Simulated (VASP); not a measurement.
# PtSe2 (Sudovikovite) (P-3m1) in VASP: notebook

Aim: see how the results for PtSe2 (Sudovikovite) move with the level of theory and the settings. Levels: r2SCAN, PBE, LDA. Tasks: phonons, band structure.

All numbers are computed with VASP 6.6.1; they aren't measurements. Logs are shortened: lines on timing, memory, paths and dates and some standing lists are left out, and cuts for length are marked.

### Step 1. The crystal as given

It takes space group P-3m1 (No. 164, trigonal). The conventional cell has a = 3.719 Å, b = 3.719 Å, c = 5.811 Å, α = 90.00°, β = 90.00°, γ = 120.00°. Around Pt (site symmetry -3m) lie 6 Se at 2.52 Å. Se (site symmetry 3m) is surrounded by 3 Pt at 2.52 Å.

### Step 2. Phonons, r2SCAN

File POSCAR:

```
PtSe2
1.0
    3.7188221290      0.0000000000      0.0000000000
   -1.8594110645      3.2205944359     -0.0000000000
    0.0000000000      0.0000000000      5.8111597518
  Pt              Se
     1     2
Direct
     0.0000000000000000    0.0000000000000000    0.0000000000000000
     0.3333333332999970    0.6666666667000030    0.2256189172748379
     0.6666666667000030    0.3333333332999970    0.7743810827251624
```

File INCAR.step1:

```
SYSTEM = PtSe2
PREC = Accurate ; ENCUT = 600
EDIFF = 1E-8 ; ISMEAR = 0
SIGMA = 0.03 ; LREAL = .False.
LASPH = .True. ; NELM = 80
ALGO = Normal ; ISIF = 3
LWAVE = .False. ; LCHARG = .False.
METAGGA = R2SCAN ; LMIXTAU = .True.
KPAR = 2 ; IBRION = 2
NSW = 40 ; EDIFFG = -0.002
```

File INCAR.step2:

```
SYSTEM = PtSe2
PREC = Accurate ; ENCUT = 600
EDIFF = 1E-8 ; ISMEAR = 0
SIGMA = 0.03 ; LREAL = .False.
LASPH = .True. ; NELM = 80
ALGO = Normal ; ISIF = 2
LWAVE = .False. ; LCHARG = .False.
METAGGA = R2SCAN ; LMIXTAU = .True.
KPAR = 2 ; IBRION = 6
NFREE = 2 ; POTIM = 0.015
NSW = 1
```

File KPOINTS:

```
regular mesh
0
Gamma
  9 9 5
  0 0 0
```

Potentials or basis: VASP PAW PBE potentials, release 64 (Pt, Se).

The run is started by

```
$ cat potpaw_PBE.64/Pt/POTCAR potpaw_PBE.64/Se/POTCAR > POTCAR
$ cp INCAR.step1 INCAR
$ mpirun -np 2 vasp_std > vasp.out
$ cp CONTCAR POSCAR
$ cp INCAR.step2 INCAR
$ mpirun -np 2 vasp_std > vasp.out
```

OUTCAR:

```text
SYSTEM = PtSe2
   PREC = Accurate
   ENCUT = 600
   EDIFF = 1E-8
   ISMEAR = 0
   LREAL = .False.
   LASPH = .True.
   NELM = 80
   ISIF = 2
   METAGGA = R2SCAN
   IBRION = 6
   NFREE = 2
   POTIM = 0.015
   NSW = 1

 ion  position               nearest neighbor table
   1  0.000  0.000  0.000-   2 2.52   3 2.52   3 2.52   2 2.52   3 2.52   2 2.52
   2  0.333  0.667  0.226-   1 2.52   1 2.52   1 2.52
   3  0.667  0.333  0.774-   1 2.52   1 2.52   1 2.52

  LATTYP: Found a hexagonal cell.
 ALAT       =     3.7188221290
 C/A-ratio  =     1.5626344983

  Lattice vectors:

 A1 = (   3.7188221290,   0.0000000000,   0.0000000000)
 A2 = (  -1.8594110645,   3.2205944359,   0.0000000000)
 A3 = (   0.0000000000,   0.0000000000,   5.8111597518)

Analysis of symmetry for initial positions (statically):
=====================================================================
 Subroutine PRICEL returns:
 Original cell was already a primitive cell.

 Routine SETGRP: Setting up the symmetry group for a
 hexagonal supercell.

 Subroutine GETGRP returns: Found 12 space group operations
 (whereof 12 operations were pure point group operations)
 out of a pool of 24 trial point group operations.

The static configuration has the point symmetry D_3d.

Analysis of symmetry for dynamics (positions and initial velocities):
=====================================================================
 Subroutine PRICEL returns:
 Original cell was already a primitive cell.

 Routine SETGRP: Setting up the symmetry group for a
 hexagonal supercell.

 Subroutine GETGRP returns: Found 12 space group operations
 (whereof 12 operations were pure point group operations)
 out of a pool of 24 trial point group operations.

The dynamic configuration has the point symmetry D_3d.

 Subroutine INISYM returns: Found 12 space group operations
 (whereof 12 operations are pure point group operations),
 and found     1 'primitive' translations

----------------------------------------------------------------------------------------

                                     Primitive cell

  volume of cell :      69.5992

  direct lattice vectors                    reciprocal lattice vectors
     3.718822129  0.000000000  0.000000000     0.268902347  0.155250843  0.000000000
    -1.859411064  3.220594436  0.000000000     0.000000000  0.310501685  0.000000000
     0.000000000  0.000000000  5.811159752     0.000000000  0.000000000  0.172082690
[... 441 lines left out ...]

  energy without entropy =      -81.49738700  energy(sigma->0) =      -81.49738700

 E-fermi :   4.5382     XC(G=0): -10.3834

 val. band max:        4.3474552724   @ k =   0.1111   0.0000   0.0000
 cond. band min:       5.1076913277   @ k =   0.0000   0.2222   0.4000
 fundamental gap:      0.7602360553
 Fermi energy:         4.5382070668

 k-point     1 :       0.0000    0.0000    0.0000
  band No.  band energies     occupation
      1     -10.9945      2.00000
      2      -8.8124      2.00000
      3      -2.0411      2.00000
      4      -1.6453      2.00000
      5      -1.6453      2.00000
      6       0.6833      2.00000
      7       0.6833      2.00000
      8       2.1474      2.00000
      9       3.7119      2.00000
     10       3.7119      2.00000
     11       4.3064      2.00000
     12       6.7316      0.00000
     13       6.7316      0.00000
     14       9.1608      0.00000
[... 401 lines left out ...]
      2      -9.0191      2.00000
      3      -1.6989      2.00000
      4      -1.3482      2.00000
      5      -0.9273      2.00000
      6      -0.4418      2.00000
      7       0.2188      2.00000
      8       1.2696      2.00000
      9       2.7264      2.00000
     10       2.7971      2.00000
     11       3.9649      2.00000
     12       5.2229      0.00000
     13       6.2009      0.00000
     14       9.9161      0.00000
     15      11.9819      0.00000

 [... further k-points ...]

------------------------ aborting loop because EDIFF is reached ----------------------------------------

  FORCE on cell =-STRESS in cart. coord.  units (eV):
  Direction    XX          YY          ZZ          XY          YZ          ZX
  --------------------------------------------------------------------------------------
  -------------------------------------------------------------------------------------
  Total        0.1806160      0.1806160      0.2373414      0.0000000      0.0000000      0.0000000
  in kB        4.1577896      4.1577896      5.4636118      0.0000000      0.0000000      0.0000000
  external PRESSURE =       4.5930637 kB  Pullay stress =       0.0000000 kB
[... 18 lines left out ...]
  FREE ENERGIE OF THE ION-ELECTRON SYSTEM (eV)
  ---------------------------------------------------
  free  energy   TOTEN  =       -81.4973870030 eV

  energy  without entropy=      -81.4973870030  energy(sigma->0) =      -81.49738700

 INTERNAL STRAIN TENSORS FROM DISPLACED ATOMS
 ============================================

 INTERNAL STRAIN TENSOR FOR ION    1 for displacements in x,y,z  (eV/Angst):
          X           Y           Z          XY          YZ          ZX
  --------------------------------------------------------------------------------
  x     0.00000     0.00000     0.00000     0.00000     0.00000     0.00000
  y     0.00000     0.00000     0.00000     0.00000     0.00000     0.00000
  z     0.00000     0.00000     0.00000     0.00000     0.00000     0.00000

 INTERNAL STRAIN TENSOR FOR ION    3 for displacements in x,y,z  (eV/Angst):
          X           Y           Z          XY          YZ          ZX
  --------------------------------------------------------------------------------
  x     0.00000     0.00000     0.00000    -5.77659     0.00000    11.53896
  y    -5.77659     5.77659    -0.00000    -0.00000    11.53895    -0.00000
  z    11.52478    11.52478    15.48866     0.00000     0.00000     0.00000

 Eigenvectors and eigenvalues of the dynamical matrix
 ----------------------------------------------------

   1 f  =    6.893393 THz    43.312464 2PiTHz  229.938833 cm-1    28.508769 meV
             X         Y         Z           dx          dy          dz
      0.000000  0.000000  0.000000    -0.000000   -0.000000   -0.668866
     -0.000000  2.147063  1.311108    -0.000000    0.000000    0.525651
      1.859411  1.073531  4.500052     0.000000    0.000000    0.525651
[... 43 lines left out ...]
   9 f/i=    0.000859 THz     0.005398 2PiTHz    0.028659 cm-1     0.003553 meV
             X         Y         Z           dx          dy          dz
      0.000000  0.000000  0.000000    -0.735712   -0.105977   -0.000000
     -0.000000  2.147063  1.311108    -0.468188   -0.067441   -0.000000
      1.859411  1.073531  4.500052    -0.468188   -0.067441   -0.000000

 ELASTIC MODULI CONTR FROM IONIC RELAXATION (kBar)
 Direction    XX          YY          ZZ          XY          YZ          ZX
 --------------------------------------------------------------------------------
 XX        -664.7309   -327.3863   -666.6750     -0.0000    336.9289      0.0000
 YY        -327.3863   -664.7309   -666.6750      0.0000   -336.9289     -0.0000
 ZZ        -666.6750   -666.6750   -895.9740     -0.0000     -0.0000      0.0000
 XY          -0.0000      0.0000     -0.0000   -168.6723      0.0000    336.9292
 YZ         336.9289   -336.9289     -0.0000      0.0000   -673.0275     -0.0000
 ZX           0.0000     -0.0000      0.0000    336.9292     -0.0000   -673.0286
 --------------------------------------------------------------------------------
```

OUTCAR.step1:

```text
SYSTEM = PtSe2
   PREC = Accurate
   ENCUT = 600
   EDIFF = 1E-8
   ISMEAR = 0
   LREAL = .False.
   LASPH = .True.
   NELM = 80
[... 663 lines left out ...]
     -0.00000      2.14706      1.31111        -0.000000      0.000000      0.000741
      1.85941      1.07353      4.50005         0.000000      0.000000     -0.000741
 -----------------------------------------------------------------------------------
    total drift:                                0.000000     -0.000000     -0.000000

  FREE ENERGIE OF THE ION-ELECTRON SYSTEM (eV)
  ---------------------------------------------------
  free  energy   TOTEN  =       -81.4985609361 eV

  energy  without entropy=      -81.4985609361  energy(sigma->0) =      -81.49856094

 reached required accuracy - stopping structural energy minimisation
```

Wall time 29 min (2 MPI ranks of Intel Xeon Platinum 8259CL at 2.50GHz (Skylake/Cascade Lake), shared host); peak memory 0.56 GiB.

What came out:

```
Highest phonon frequency at Γ, LO-TO splitting left out : 230 cm⁻¹
```

Phonon frequencies in cm⁻¹ (negative: imaginary):
```
              q point                    frequencies
(0.000, 0.000, 0.000)  0 0 0 177 177 206 218 218 230
```

Caveat: the PAW data sets were made with another functional, which shifts forces and pressure a little. Spin-orbit coupling is left out, which matters for the levels of Pt.

(Continued in part 2 of 2.)
